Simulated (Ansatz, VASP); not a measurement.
**Os: VASP beside Ansatz**

File INCAR:

```
PREC = Accurate
ENCUT = 520
EDIFF = 1E-6
ISMEAR = 0
SIGMA = 0.015
LREAL = F
LASPH = T
NELM = 80
ALGO = Normal
ISIF = 2
LWAVE = F
LCHARG = F
GGA = PE
NBANDS = 15
```

File KPOINTS:

```
regular mesh
0
Gamma
  11 11 6
```

Contents of POSCAR:

```
Os
1.0
    2.7341000000      0.0000000000      0.0000000000
   -1.3670500000      2.3678000565      0.0000000000
    0.0000000000      0.0000000000      4.3197000000
Os
2
Direct
    0.6666666667      0.3333333333      0.7500000000
    0.3333333333      0.6666666667      0.2500000000
```

Contents of input.yaml:

```yaml
crystal:
  lattice:
    - [2.7341, 0.0, 0.0]
    - [-1.36705, 2.3678000565, 0.0]
    - [0.0, 0.0, 4.3197]
  atoms:
    - { symbol: Os, position: [0.6666666667, 0.3333333333, 0.75] }
    - { symbol: Os, position: [0.3333333333, 0.6666666667, 0.25] }
hamiltonian:
  xc: pbe
  pseudopotentials: { kind: paw }
kpoints:
  mp_grid: { grid: [11, 11, 6] }
scf:
  occupations: { method: gaussian, width: 0.015 }
output:
  forces: true
  stress: true
  eigenvalues: true
  write_density: true
  write_potential: true
  elf: true
  volumetric_format: npy
```

Alike in both runs: task single point; functional PBE; k mesh 11 × 11 × 6; occupations gaussian, width 0.015 eV; no spin polarisation.

|  | VASP | Ansatz |
| --- | --- | --- |
| version | VASP 6.6.1 | Ansatz 0.2.0 |
| potentials or method | VASP PAW PBE potentials, release 64 (Os) | Ansatz PAW |
| plane-wave cutoff (eV) | 520 | 420 |
| valence electrons in the cell | 16 | 32 |

|  | VASP | Ansatz | Ansatz less VASP |
| --- | --- | --- | --- |
| gap on the k mesh at the Fermi level (eV) | none | none | - |
| pressure (GPa) | 8.8 | 8.8 | -0.03 |
| largest component of the traceless stress (GPa) | 0.19 | 0.23 | +0.038 |

A gap of «none» marks a metal or a gap that the smearing closes. The two sets of potentials don't hold the same shells in valence.

Spin-orbit coupling is left out, which matters for the levels of Os.
